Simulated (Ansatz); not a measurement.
Runs of Ansatz 0.2.0 on Re. The structure is cubic, space group Fm-3m (No. 225). Conventional cell: a = 3.950 Å, b = 3.950 Å, c = 3.950 Å, α = 90.00°, β = 90.00°, γ = 90.00°. Around Re (site symmetry m-3m) lie 12 Re at 2.79 Å. This isn't the form of Re at room conditions, which is hcp.

```tsv
task	level	potentials or basis	spin	U	fixed moment (μB)	k mesh	cutoff (eV)	smearing	start of the occupations	double counting	hubbard projectors	moments locked	scf n extra bands	basis error allowed	other keys	mesh quality	gap on the mesh (eV)	pressure (GPa)	moment (μB)
atomic charges	PBE+D3(BJ)+U	all-electron LAPW, non-relativistic	collinear, ferromagnetic start, moments held on the sites	Re d U = 3.5 eV	-	12 × 12 × 12	285	gaussian 0.1 eV	random	fll	atomic	each atom's moment, at its start value	-	0.0005 eV/atom	-	not flagged	none	-	1.11
band structure	PBE+D3(BJ)+U	all-electron LAPW, inner shells corrected to Dirac's equation	off	Re d U = 4 eV	-	12 × 12 × 12	267	cold 0.15 eV	auto	amf	atomic	-	-	0.001 eV/atom	scf.occupations.method = cold; scf.occupations.width = 0.15	not flagged	-	-14.9	-
single point	PBE	all-electron LAPW, scalar-relativistic	off	-	-	7 × 7 × 7	235	fermi-dirac 0.03 eV	-	-	-	-	-	0.003 eV/atom	-	coarse	none	-9.3	-
projected density of states	revPBE+D3(BJ)	all-electron LAPW, inner shells corrected to Dirac's equation	collinear, random start	-	-	12 × 12 × 12	267	methfessel-paxton 0.05 eV	-	-	-	-	-	0.001 eV/atom	-	not flagged	-	(a)	0.00
```

Alike in all rows: cell as given.

**Question.** Estimate the missing entries.

**Answer.** (a) -18.3.

Caveats: some runs use coarse meshes; pairwise dispersion overbinds metals, which lowers pressure and volume (some runs); U is the effective U less J, on atomic orbitals that reach past the spheres (some runs); the U is typed as a test and isn't derived for this compound (some runs); spin-orbit coupling is left out, which moves the levels of the heavy elements (some runs); the SCF stop doesn't bound the stress (some runs); each atom's moment is held at its typed value, so this isn't a free magnetic state (some runs); relativity is left out, which matters for the heavier elements (some runs).

A k mesh can miss the band edges, and the runs leave out spin-orbit coupling on Re.

A gap of «none» marks a metal or a gap under the smearing width.

The runs don't all hold the same shells in valence.
